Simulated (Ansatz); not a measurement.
Input for Ansatz (plane-wave DFT, PAW):

```yaml
crystal:
  lattice:
    - [4.4323388814, 0.0, 0.0]
    - [-2.2161694408, 3.8385180695, 0.0]
    - [0.0, 0.0, 4.0229888724]
  atoms:
    - { symbol: Ba, position: [0.0, 0.0, 0.0] }
basis:
  ecutwfc: 500
kpoints:
  mp_grid: { grid: [12, 12, 12] }
hamiltonian:
  xc: r2scan
scf:
  occupations: { method: gaussian, width: 0.1 }
output:
  forces: true
  stress: true
  eigenvalues: true
```

Launched with
```bash
ansatz run input.yaml --threads 1 --pin off --max-ram 1331MiB --backend cpu --events-out ev --progress --plain --runs-dir out
```

Theory: DFT r2SCAN, scalar-relativistic, plane waves, PAW in Ansatz 0.2.0.

Part of what the program printed, abridged:

```
Pseudopotentials: kind: paw
Pseudopotential: Ba, paw, valence charge 10, recommended cutoff 500 eV (meta_gga)
Functional definition: r2SCAN
Crystal: 1 atom, lattice volume = 68.446 Å³
Basis set: ecut = 500 eV, 1719 PW (Γ), exchange–correlation on 144×144×120 points (64 copies of the dense FFT grid, shifted against one another)
Bands: 9, of which v1, the nominal top of the filled ones, is band 5 counted from 1 (4 counted from 0)
Symmetry: 24 space group operations
Space group: P6/mmm (ITA 191), of the structure as read, at distance tolerance 4.1e-5 Å
k-points: 133 of 1728
Initial density: superposition of atomic densities (neutral atoms: chi_scale 0, normalization atom), corrected by the library's trained network
Initial wavefunctions: pseudopotential atomic-orbital guess
Functional: x = r2scan, c = r2scan; τ floored in thin density (d = 2e-4 eV/Å³)
SCF iter   1: F=—  HF=-5964.261027 eV  |F-HF|=—  |Δ(HF+E_count)|=         —  Δρ=3.77e-3  dr2=2.40e-2  dr2_τ=1.08e-3  ethr=1.77e-3  ⟨swp⟩=7.3  Hψ=11483  notcnv=0
SCF iter   2: F=—  HF=-5964.307717 eV  |F-HF|=—  |Δ(HF+E_count)|=   4.67e-2  Δρ=2.71e-3  dr2=1.44e-2  dr2_τ=1.86e-4  ethr=2.40e-4  ⟨swp⟩=2.9  Hψ=3313  notcnv=0
SCF iter   3: F=—  HF=-5964.305677 eV  |F-HF|=—  |Δ(HF+E_count)|=   2.04e-3  Δρ=5.59e-4  dr2=5.97e-4  dr2_τ=1.65e-5  ethr=1.44e-4  ⟨swp⟩=3.0  Hψ=2256  notcnv=0
SCF iter   4: F=—  HF=-5964.305773 eV  |F-HF|=—  |Δ(HF+E_count)|=   9.64e-5  Δρ=8.37e-5  dr2=2.58e-6  dr2_τ=1.51e-6  ethr=5.97e-6  ⟨swp⟩=2.0  Hψ=1741  notcnv=0
SCF iter   5: F=—  HF=-5964.305785 eV  |F-HF|=—  |Δ(HF+E_count)|=   1.18e-5  Δρ=3.25e-5  dr2=5.86e-7  dr2_τ=6.34e-8  ethr=2.58e-8  ⟨swp⟩=2.0  Hψ=1892  notcnv=0
SCF iter   6: F=-5964.305785 eV  HF=-5964.305785 eV  |F-HF|=1.72e-8  |Δ(HF+E_count)|=   3.59e-7  Δρ=7.67e-6  dr2=4.65e-8  dr2_τ=1.78e-9  ethr=1.00e-9  ⟨swp⟩=4.3  Hψ=7725  notcnv=0
SCF 1 converged in 6 iterations: F = -5964.305785 eV  dr2 = 4.65e-8
SCF converged after 6 iterations
Free energy (F): -5964.305785 eV
Harris-Foulkes:  -5964.305785 eV  (|F-HF|=1.72e-8)
Internal energy: -5964.300814 eV  (E = F + TS)
E sigma→0 (E₀):  -5964.303300 eV
Entropy (-TS):   -0.004971 eV (-4.971 meV/atom)
Fermi energy:    5.351653 eV
--- Per-component energies (eV) ---
  E_band       = -98.983270
  E_kinetic    = 165.753515
  E_local      = -404.128914  (includes V_loc(G=0)·N_el)
  E_nonlocal   = 55.712430
  E_hartree    = 128.084491
  E_xc         = -154.818196
  E_vxc        = -144.387657  (∫ρ·V_xc dr)
  E_paw        = -5251.542287  (= ΣΔE_a)
  E_vpaw       = -35.257520  (= ΣTr[D̂ρ^β])
  E_aug_tail   = -0.000001  (compensation charges beyond the density's cutoff)
  E_vtau       = 7.156164  (kinetic-family band-sum trace: ∫τ·v_τ [+ j·A + Jᵃ·Aᵃ] dr)
  E_ewald      = -503.432269
  E_core_change = 0.070416  (= ΣΔE_core)
  E_smearing   = -0.004971  (= −TS)
--- Forces (eV/Å), atoms counted from 1 ---
  atom   1  Ba     0.00000000     0.00000000     0.00000000
--- Stress (GPa, compression-positive) ---
       -0.705739       0.000000       0.000000
        0.000000      -0.705739       0.000000
        0.000000       0.000000      -0.638821
  P = ⅓ Tr σ = -0.6834 GPa (-6.834 kbar)
--- Band table (eV; the first three rows and the last of 133) ---
  k-point 0: bands = ["-24.9647", "-9.5467", "-9.5467", "-9.4511", "2.5722", "5.6909", "7.1309", "7.1309", "10.0792"]
  k-point 1: bands = ["-24.9614", "-9.5428", "-9.5428", "-9.4943", "2.6710", "5.7865", "7.1633", "7.1633", "9.8063"]
  k-point 2: bands = ["-24.9525", "-9.6097", "-9.5321", "-9.5321", "2.9486", "6.0353", "7.2557", "7.2557", "9.2745"]
  k-point 132: bands = ["-24.8821", "-9.9660", "-9.7338", "-9.7338", "5.2637", "5.2637", "7.0865", "7.0865", "9.8727"]
```

The calculation finished and met its thresholds.